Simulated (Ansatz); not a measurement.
# Ca (Fm-3m) in Ansatz: convergence with smearing width

Aim: find how far smearing width must go before the results for Ca settle, at PBE. This setting moves, with any that are tied to it; all else stays.

All numbers are computed with Ansatz 0.2.0; they aren't measurements. Logs are shortened: lines on timing, memory, paths and dates and some standing lists are left out, and cuts for length are marked.

## 1. Starting point

Symmetry: Fm-3m, No. 225, cubic system. Conventional cell: a = 5.588 Å, b = 5.588 Å, c = 5.588 Å, α = 90.00°, β = 90.00°, γ = 90.00°. Ca (site symmetry m-3m) is surrounded by 12 Ca at 3.95 Å.

## 2. With smearing width 0.3 eV

The input, input.yaml:

```yaml
crystal:
  lattice:
    - [0.0, 2.7942, 2.7942]
    - [2.7942, 0.0, 2.7942]
    - [2.7942, 2.7942, 0.0]
  atoms:
    - { symbol: Ca, position: [0.0, 0.0, 0.0] }
hamiltonian:
  xc: pbe
  pseudopotentials: { kind: paw, source: jth }
kpoints:
  mp_grid: { grid: [7, 7, 7] }
scf:
  occupations: { method: fermi_dirac, width: 0.3 }
output:
  forces: true
  stress: true
  eigenvalues: true
```

Potentials or basis: JTH PAW.

Launch:

```console
$ ansatz run input.yaml --threads 2 --pin off --max-ram 5632MiB --backend cpu --events-out ev --progress --plain --runs-dir out
```

It took 0.63 s on 2 threads of Arm Neoverse V2, shared host; peak memory 0.3 GiB.

What came out:

| Item | Value |
| --- | --- |
| Free energy | -1816.8032 eV |
| Pressure | -0.4 GPa |
| Band gap on the k mesh | none (metal or under the smearing width) |

## 3. With smearing width 0.2 eV

Edit input.yaml of step 2 so:

```diff
@@ -13,3 +13,3 @@
 scf:
-  occupations: { method: fermi_dirac, width: 0.3 }
+  occupations: { method: fermi_dirac, width: 0.2 }
 output:
```

Potentials or basis: JTH PAW.

Launch:

```console
$ ansatz run input.yaml --threads 2 --pin off --max-ram 5632MiB --backend cpu --events-out ev --progress --plain --runs-dir out
```

Wall time 0.63 s (2 threads of Arm Neoverse V2, shared host); peak memory 0.3 GiB.

Results:

- Free energy: -1816.7035 eV
- Pressure: -0.5 GPa
- Band gap on the k mesh: none (metal or under the smearing width)

## 4. With smearing width 0.15 eV

Edit input.yaml of step 3 so:

```diff
@@ -13,3 +13,3 @@
 scf:
-  occupations: { method: fermi_dirac, width: 0.2 }
+  occupations: { method: fermi_dirac, width: 0.15 }
 output:
```

Launch:

```console
$ ansatz run input.yaml --threads 2 --pin off --max-ram 5632MiB --backend cpu --events-out ev --progress --plain --runs-dir out
```

Wall time 0.64 s (2 threads of Arm Neoverse V2, shared host); peak memory 0.3 GiB.

Results:

* Free energy: -1816.6694 eV
* Pressure: -0.5 GPa
* Band gap on the k mesh: none (metal or under the smearing width)

## 5. With smearing width 0.1 eV

Edit input.yaml of step 4 so:

```diff
@@ -13,3 +13,3 @@
 scf:
-  occupations: { method: fermi_dirac, width: 0.15 }
+  occupations: { method: fermi_dirac, width: 0.1 }
 output:
```

Launch:

```console
$ ansatz run input.yaml --threads 2 --pin off --max-ram 5632MiB --backend cpu --events-out ev --progress --plain --runs-dir out
```

It took 0.57 s on 2 threads of Arm Neoverse V2, shared host; peak memory 0.3 GiB.

Results:

- Free energy: -1816.6452 eV
- Pressure: -0.5 GPa
- Band gap on the k mesh: none (metal or under the smearing width)

## 6. With smearing width 0.05 eV

Edit input.yaml of step 5 so:

```diff
@@ -13,3 +13,3 @@
 scf:
-  occupations: { method: fermi_dirac, width: 0.1 }
+  occupations: { method: fermi_dirac, width: 0.05 }
 output:
```

Potentials or basis: JTH PAW.

Launch:

```console
$ ansatz run input.yaml --threads 2 --pin off --max-ram 5632MiB --backend cpu --events-out ev --progress --plain --runs-dir out
```

Run time: 0.6 s. Hardware: 2 threads of Arm Neoverse V2, shared host; peak memory 0.3 GiB.

It converged, with:

```
Free energy            : -1816.6306 eV
Pressure               : -0.5 GPa
Band gap on the k mesh : none (metal or under the smearing width)
```

## 7. With smearing width 0.025 eV

Edit input.yaml of step 6 so:

```diff
@@ -13,3 +13,3 @@
 scf:
-  occupations: { method: fermi_dirac, width: 0.05 }
+  occupations: { method: fermi_dirac, width: 0.025 }
 output:
```

Launch:

```console
$ ansatz run input.yaml --threads 2 --pin off --max-ram 5632MiB --backend cpu --events-out ev --progress --plain --runs-dir out
```

Wall time 0.54 s (2 threads of Arm Neoverse V2, shared host); peak memory 0.3 GiB.

The run converged. Its results:

| Item | Value |
| --- | --- |
| Free energy | -1816.6277 eV |
| Pressure | -0.5 GPa |
| Band gap on the k mesh | none (metal or under the smearing width) |

## 8. With smearing width 0.01 eV

Edit input.yaml of step 7 so:

```diff
@@ -13,3 +13,3 @@
 scf:
-  occupations: { method: fermi_dirac, width: 0.025 }
+  occupations: { method: fermi_dirac, width: 0.01 }
 output:
```

Launch:

```console
$ ansatz run input.yaml --threads 2 --pin off --max-ram 5632MiB --backend cpu --events-out ev --progress --plain --runs-dir out
```

It took 0.54 s on 2 threads of Arm Neoverse V2, shared host; peak memory 0.3 GiB.

The run converged. Its results:

```
Free energy : -1816.6274 eV
Pressure    : -0.5 GPa
```

## 9. With smearing width 0.005 eV

Edit input.yaml of step 8 so:

```diff
@@ -13,3 +13,3 @@
 scf:
-  occupations: { method: fermi_dirac, width: 0.01 }
+  occupations: { method: fermi_dirac, width: 0.005 }
 output:
```

Potentials or basis: JTH PAW.

Launch:

```console
$ ansatz run input.yaml --threads 2 --pin off --max-ram 5632MiB --backend cpu --events-out ev --progress --plain --runs-dir out
```

Standard output:

```text
Warning: the checks of this Ca dataset prove no rule for summing its radial tables, as where they were carried onto another mesh than they were made on, and Gregory's rule is taken, under which a leading mesh point left out moves its sums only by what lay on the interval it spanned. That does not make them correct, and they differ from Quantum ESPRESSO's on this file; a re-export a fraction of a mesh step off can move them. hamiltonian.pseudopotentials.radial_quadrature: simpson_from_first_knot sums it by `pw.x`'s rule; on a PAW file no value gives `pw.x`'s numbers. What more to know: hamiltonian.pseudopotentials.radial_quadrature, in the input reference
Warning: RAYON_NUM_THREADS=2 ignored (pool sized by the plan → 2); use --threads N
Engine: ansatz 0.2.0, aarch64-unknown-linux-gnu
Pseudopotentials: kind: paw
Pseudopotential: Ca, paw, valence charge 10, recommended cutoff 870 eV (normal), Ca.paw.azcp
Functional definition: PBE
  parameter kappa = 0.804
  parameter beta = 0.06672455060314922
  exchange = pbe_x(kappa = kappa, mu = beta*pi^2/3)
  correlation = pbe_c(beta = beta)
Crystal: 1 atoms, lattice volume = 43.632 Å³
Basis set: ecut = 870 eV, 2637 PW (Γ), exchange–correlation on 80×80×80 points (8 copies of the dense FFT grid, shifted against one another)
Bands: 9, of which v1, the nominal top of the filled ones, is band 5 counted from 1 (4 counted from 0)
Symmetry: 48 space group operations
Space group: Fm-3m (ITA 225), of the structure as read, at distance tolerance 3.5e-5 Å
k-points: 20 of 343
Non-local potential: Ca, projectors of the file, l = 0: 2, l = 1: 2, l = 2: 2
PAW form: soft (Blöchl's): semilocal exchange-correlation on the pseudo side does not see the compensation charge
PAW one-centre angular grid: Ca, 590 points (default); XC on 64 Gauss nodes
Initial density: superposition of atomic densities (chi_scale 0.1, normalization cell)
Initial wavefunctions: pseudopotential atomic-orbital guess
Functional: x = pbe(κ = 0.804, μ = 0.2195149727645171), c = pbe(β = 0.06672455060314922)
SCF iter   1: F=—  HF=-1816.621054 eV  |F-HF|=—  |Δ(HF+E_count)|=         —  Δρ=7.85e-3  dr2=2.01e-2  ethr=3.10e-3  ⟨swp⟩=5.5  Hψ=1260  notcnv=0
preconditioner: auto → none  [insulator: Δε(μ)=0.163 eV  Ē_g=3.439 eV  σ=0.005 eV  W_gap=1.00  n_scr=8 (ndim 8)  ℏωp=8.0 eV  f_vac=0.000  D(μ)=0.00/eV (n_scr^D=0)  ε∞_Penn≈6.3]
SCF iter   2: F=—  HF=-1816.625242 eV  |F-HF|=—  |Δ(HF+E_count)|=   4.19e-3  Δρ=4.15e-3  dr2=5.06e-3  ethr=2.01e-4  ⟨swp⟩=2.0  Hψ=420  notcnv=0
SCF iter   3: F=—  HF=-1816.627432 eV  |F-HF|=—  |Δ(HF+E_count)|=   2.19e-3  Δρ=4.73e-4  dr2=9.28e-5  ethr=5.06e-5  ⟨swp⟩=2.2  Hψ=269  notcnv=0
SCF iter   4: F=—  HF=-1816.627413 eV  |F-HF|=—  |Δ(HF+E_count)|=   1.91e-5  Δρ=8.05e-5  dr2=8.76e-7  ethr=9.28e-7  ⟨swp⟩=2.0  Hψ=360  notcnv=0
SCF iter   5: F=-1816.627414 eV  HF=-1816.627414 eV  |F-HF|=1.60e-8  |Δ(HF+E_count)|=   9.18e-7  Δρ=1.56e-5  dr2=5.86e-8  ethr=1.00e-9  ⟨swp⟩=5.8  Hψ=1030  notcnv=0
SCF 1 converged in 5 iterations: F = -1816.627414 eV  dr2 = 5.86e-8
SCF converged after 5 iterations
Free energy (F): -1816.627414 eV
Harris-Foulkes:  -1816.627414 eV  (|F-HF|=1.60e-8)
Internal energy: -1816.627414 eV  (E = F + TS)
E sigma→0 (E₀):  -1816.627414 eV
Fermi energy:    4.750405 eV
--- Per-component energies (eV) ---
  E_band       = -178.202201
  E_kinetic    = 279.681177
  E_local      = -935.310018  (includes V_loc(G=0)·N_el)
  E_nonlocal   = 135.655858
  E_hartree    = 282.893538
  E_xc         = -123.322719
  E_vxc        = -160.126793  (∫ρ·V_xc dr)
  E_paw        = -865.533941  (= ΣΔE_a)
  E_vpaw       = -63.885654  (= ΣTr[D̂ρ^β])
  E_aug_tail   = 0.000020  (compensation charges beyond the density's cutoff)
  E_ewald      = -590.691329
  E_smearing   = -0.000000  (= −TS)
  E_closure    = 0.000000  (closes the sum)
  Σ components = -1816.627414   (vs F -1816.627414, Δ=0.00e0)
--- Forces (eV/Å), atoms counted from 1 ---
  atom   1  Ca    -0.00000000     0.00000000     0.00000000
  max |Σ_I F_I| component: 2.36e-32 eV/Å
--- Stress (GPa, compression-positive) ---
       -0.476185       0.000000       0.000000
       -0.000000      -0.476185       0.000000
       -0.000000       0.000000      -0.476185
  P = ⅓ Tr σ = -0.4762 GPa (-4.762 kbar)
--- Band table (eV; the first three rows and the last of 20) ---
  k-point 0: bands = ["-37.4045", "-18.3200", "-18.3200", "-18.3200", "0.7690", "7.0111", "7.0111", "7.0111", "8.0339"]
  k-point 1: bands = ["-37.4023", "-18.3430", "-18.3232", "-18.3232", "1.1042", "6.6736", "7.1168", "7.1168", "7.9556"]
  k-point 2: bands = ["-37.3974", "-18.3944", "-18.3303", "-18.3303", "2.0434", "5.9081", "7.1040", "7.1040", "8.1449"]
  k-point 19: bands = ["-37.3895", "-18.4042", "-18.3968", "-18.3595", "4.8365", "5.2886", "5.4588", "7.4221", "8.6762"]
```

Run time: 0.54 s. Hardware: 2 threads of Arm Neoverse V2, shared host; peak memory 0.3 GiB.

What came out:

```yaml
Free_energy: -1816.6274 eV
Pressure: -0.5 GPa
```

## 10. Summary

```
smearing width  energy less the tightest run, at zero smearing (meV/atom)  pressure (GPa)  SCF cycles  CPU time (s)  peak memory (GiB)
        0.3 eV                                                       4.27           -0.37           6           1.2                0.3
        0.2 eV                                                       2.67           -0.48           6           1.2                0.3
       0.15 eV                                                       1.56           -0.52           6           1.2                0.3
        0.1 eV                                                       1.62           -0.54           6           1.1                0.3
       0.05 eV                                                       1.48           -0.52           6           1.1                0.3
      0.025 eV                                                       0.32           -0.49           5          0.98                0.3
       0.01 eV                                                       0.00           -0.48           5          0.99                0.3
      0.005 eV                                                       0.00           -0.48           5          0.99                0.3
```

Against the tightest run, the energy stays within 1 meV/atom from 0.025 eV on; the pressure stays within 0.1 GPa from 0.2 eV on. Narrower smearing needs a denser k mesh, so at a fixed mesh the narrowest width isn't the most accurate. The tightest run that finished is the yardstick and may itself not be fully converged.
